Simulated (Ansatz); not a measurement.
## Property card for BN

Theory: DFT PBE, scalar-relativistic, plane waves, PAW in Ansatz.

Settings: cutoff 420 eV, Γ-centred mesh 12×12×6 on the computed 4-atom cell, Gaussian smearing of 0.02 eV; no spin polarisation.

The structure is relaxed at this level of theory with its symmetry kept. This wurtzite form isn't the usual stable structure of the compound.

```cif
data_structure
_symmetry_space_group_name_H-M 'P6_3mc'
_symmetry_Int_Tables_number 186
_cell_length_a 2.5546
_cell_length_b 2.5546
_cell_length_c 4.2245
_cell_angle_alpha 90.000
_cell_angle_beta 90.000
_cell_angle_gamma 120.000
_cell_volume 23.88
loop_
_atom_site_label
_atom_site_type_symbol
_atom_site_symmetry_multiplicity
_atom_site_Wyckoff_symbol
_atom_site_fract_x
_atom_site_fract_y
_atom_site_fract_z
_atom_site_occupancy
B1 B 2 b 0.66667 0.33333 0.99981 1
N1 N 2 b 0.66667 0.33333 0.62519 1
```

(1) Formation energy from the elements' standard states (uncorrected)?

(2) Kohn–Sham band gap?

(3) Löwdin character of the top 1 eV of the valence band?

(4) Löwdin character of the lowest 1 eV of the conduction band?

(5) Electron masses at the edge by Cartesian direction of the standard setting (m_e; degenerate bands sorted by energy; no spin-orbit coupling)?

(6) Hole masses at the edge by Cartesian direction of the standard setting (m_e; degenerate bands sorted by energy; no spin-orbit coupling)?

(7) Bulk modulus?

(8) Its pressure derivative?

(9) Electronic dielectric constant xx, yy, zz of the standard setting (independent particles)?

(10) Bader charges (e)?

Results:

(1) -1.157 eV/atom.

(2) 5.23 eV, indirect from Γ to K.

(3) N 2p 85 %, B 2p 14 %.

(4) B 2p 54 %, N 2p 25 %, unprojected 21 %.

(5) x: 0.51; y: 0.51; z: 0.31.

(6) x: 1.4, 0.36; y: 1.4, 0.36; z: 1.3, 1.3.

(7) 371 GPa.

(8) 3.7.

(9) 4.7, 4.7, 4.8.

(10) B (2 in the cell) 2.16, N (2 in the cell) -2.16.